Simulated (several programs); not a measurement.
What each method gives for CuI (Cmcm)

CuI (Cmcm) from a database of computed structures, relaxed with r2SCAN+rVV10 in Ansatz, was computed with several methods. It is orthorhombic, Cmcm (No. 63); a = 7.007 Å, b = 7.186 Å, c = 4.322 Å in the conventional setting, 27.21 Å³ an atom. Cu has 2 Cu at 2.47 Å and 3 I at 2.57–2.60 Å; I has 3 Cu at 2.57–2.60 Å. Spin-unpolarised throughout; all numbers are computed.

```xyz
4
Lattice="3.5037 -3.5932 0.0000 3.5037 3.5932 0.0000 0.0000 0.0000 4.3220" Properties=species:S:1:pos:R:3 pbc="T T T"
Cu    3.5037    0.5979    3.2415
Cu    3.5037   -0.5979    1.0805
I     3.5037   -1.9974    3.2415
I     3.5037    1.9974    1.0805
```

Gaps and times are for a single point on this cell; volume and bulk modulus come from each method's own relaxation or energy curve at fixed shape, which is too stiff where a cell has free coordinates or axes. Times are rough, from shared hosts (Arm Neoverse V1; Arm Neoverse V2), and each method has its own mesh and cell size. A double dagger marks a value from a curve with shape and coordinates held. A star marks a curve whose lowest point is an end point. PM6 (MOPAC), PM7 (MOPAC), GFN1-xTB (tblite), GFN2-xTB (tblite) treat a cluster of cells at its zone centre, which samples few k points: where these miss a band edge, the gap comes out too large for that reason alone. Gaps from k meshes are read at a limited set of points (mesh, symmetry points, PBE's band edges), so each method's own least gap may be somewhat smaller. xTB and the PM methods were fitted mostly to molecules, and can miss a solid's gap by electronvolts. Minimal bases can be far off for gaps. Times of the plane-wave ladder aren't listed, since it ran on unlike processors and cards. Curves at held shape can't give the bulk modulus of a layered or molecular crystal, so none is listed. GLLB-SC's gap includes the derivative discontinuity. d marks a direct gap, i an indirect one (no mark: not told apart), a dash a value that wasn't computed or didn't pass its checks.

| method | kind | gap (eV) | own volume (Å³/atom) | bulk modulus (GPa) | atoms computed | processor time |
| --- | --- | --- | --- | --- | --- | --- |
| PBE-D3(BJ) | semilocal | – | 25.39 | – | 4 | – |
| r2SCAN+rVV10 | semilocal | – | 27.21 | – | 4 | – |
| PBE-D4 | semilocal | – | 25.60 | – | 4 | – |
| light PBE (260 eV and a coarse mesh) | light plane-wave | 1.13 d | – | – | 4 | 2.1 s |
| GFN1-xTB (tblite) | tight binding | 2.70 | 30.36*‡ | – | cluster | 3 s |
| PBE/single zeta (GPAW) | small basis | 0.19 d | – | – | 4 | 5.6 s |
| GFN2-xTB (tblite) | tight binding | 2.60 | – | – | cluster | 6.4 s |
| PM7 (MOPAC) | semi-empirical | 10.05 | – | – | cluster | 9.8 s |
| PBE/SZV (CP2K) | small basis | 1.13 d | – | – | 4 | 13 s |
| LDA | semilocal | 0.79 d | – | – | 4 | – |
| PBE | semilocal | 0.95 d | – | – | 4 | – |
| GLLB-SC (GPAW) | model potential | 2.17 | – | – | 4 | 31 s |
| PBE/DZVP (CP2K) | small basis | 1.00 d | 29.65*‡ | – | 4 | 37 s |
| r2SCAN | semilocal | 1.36 d | – | – | 4 | – |
| PM6 (MOPAC) | semi-empirical | 4.70 | – | – | cluster | 78 s |
| PBE+SOC | semilocal | 0.90 d | – | – | 4 | – |
| PBE0 | hybrid | 2.89 d | – | – | 4 | – |
| HSE06 | hybrid | 2.21 d | – | – | 4 | – |

Against HSE06 (2.21 eV) and with closed or daggered gaps left aside, the nearest gap at the points sampled is that of GLLB-SC (GPAW) (-0.04 eV) and the farthest that of PM7 (MOPAC) (+7.84 eV). HSE06 is only a yardstick of convenience, and nearness to it can be luck.

Only the rows marked +SOC include spin-orbit coupling.
